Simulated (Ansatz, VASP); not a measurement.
## Two plane-wave programs on SbPt

```
CELL_PARAMETERS angstrom
4.26408 0.00000 0.00000
-2.13204 3.69281 0.00000
0.00000 0.00000 5.54570
ATOMIC_POSITIONS crystal
Sb 0.33333 0.66667 0.25000
Sb 0.66667 0.33333 0.75000
Pt 0.00000 0.00000 0.00000
Pt 0.00000 0.00000 0.50000
```

Alike in both runs: functional PBEsol; k mesh 12 × 12 × 8; occupations gaussian, width 0.1 eV; no spin polarisation.

Ansatz relaxed the structure, and its values are those at the end. VASP's run is a single point on that final structure, the one shown.

```csv
,VASP,Ansatz
version,VASP 6.6.1,Ansatz 0.2.0
potentials or method,"VASP PAW PBE potentials, release 64 (Sb, Pt)","scalar-relativistic, plane waves, PAW"
plane-wave cutoff (eV),520,420
valence electrons in the cell,30,66
```

```tsv
	VASP	Ansatz	Ansatz less VASP
gap on the k mesh at the Fermi level (eV)	none	none	-
pressure (GPa)	-7.3	-7.1	+0.23
```

A gap of «none» marks a metal or a gap that the smearing closes. With one functional, cell and mesh, what is left measures potentials, basis and numerics. The two sets of potentials don't hold the same shells in valence.

Caveats: the PAW data sets were made with another functional, which shifts forces and pressure a little (VASP). The runs have no spin-orbit coupling, so splittings on Pt, Sb are missing.
